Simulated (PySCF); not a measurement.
Numbering as in the mapped SMILES `[CH2:1]1[CH2:2][O:3][CH2:4][CH2:5][NH:6]1` (H(Xn): hydrogen on atom n).

Geometry: PBE0-D3(BJ)/def2-SVP; GIAO shifts from PySCF 2.14.0 with density-fitted response routines, gas phase, non-relativistic, averaged over equivalent atoms.

At HF/pcSseg-1 (147 basis functions, 5.6 s wall time on 1 thread of an Intel Xeon Platinum 8488C, shared host):
```json
{"atoms": "C2/C4", "δ (ppm)": "63.4"}
{"atoms": "C1/C5", "δ (ppm)": "43.5"}
{"atoms": "O3", "δ (ppm)": "10.2"}
{"atoms": "N6", "δ (ppm)": "31.3"}
{"atoms": "H(C2)/H(C4)", "δ (ppm)": "3.07"}
{"atoms": "H(C1)/H(C5)", "δ (ppm)": "2.42"}
{"atoms": "H(N6)", "δ (ppm)": "-0.19"}
```

δ = σ(ref) − σ, references computed at the same level: ¹³C (190.85 ppm) and ¹H (31.69 ppm) against TMS; ¹⁷O (333.31 ppm) vs H2O; ¹⁵N (265.72 ppm) against NH3.

Estimate the result of repeating the calculation with OPBE/pcSseg-1.

Answers


```tsv
atoms	δ at OPBE/pcSseg-1	change
C2/C4	69.2	+5.8
C1/C5	47.8	+4.3
O3	54.4	+44.2
N6	48.5	+17.2
H(C2)/H(C4)	3.36	+0.29
H(C1)/H(C5)	2.64	+0.22
H(N6)	0.07	+0.26
```

δ = σ(ref) − σ, references computed at the same level: ¹³C (σref 185.13) and ¹H (σref 31.23) vs TMS; ¹⁷O (σref 332.03) against H2O; NH3 for ¹⁵N (σref 264.09).

The largest change is at O3 (ether oxygen). Cost: 147 basis functions, 18 s wall time on 1 thread of an Intel Xeon Platinum 8488C, shared host.

Experimental scales use liquid or dissolved standards, which lie at an offset from isolated NH3 (liquid NH3: subtract about 20 ppm) and H2O (liquid H2O: subtract about 36 ppm).
